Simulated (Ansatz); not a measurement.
Input of an Ansatz 0.2.0 run:

Contents of input.yaml:

```yaml
crystal:
  lattice:
    - [-1.66395, 1.66395, 1.66395]
    - [1.66395, -1.66395, 1.66395]
    - [1.66395, 1.66395, -1.66395]
  atoms:
    - { symbol: Nb, position: [0.0, 0.0, 0.0] }
kpoints:
  mp_grid: { grid: [11, 11, 11] }
scf:
  occupations: { method: fermi_dirac, width: 0.05 }
hamiltonian:
  xc: pbesol
  pseudopotentials: { kind: all_electron, lapw: { basis_error: 0.001 } }
output:
  forces: true
  stress: true
  eigenvalues: true
```

Potentials or basis: all-electron LAPW, scalar-relativistic.

Run with:

```bash
$ ansatz run input.yaml --threads 1 --pin off --max-ram 3072MiB --backend cpu --events-out ev --progress --plain --runs-dir out
```

Problem. Predict the band gap on the k mesh.

Solution. None (metal or under the smearing width).

Problem. What does it give for the pressure?

Solution. -7.8 GPa.
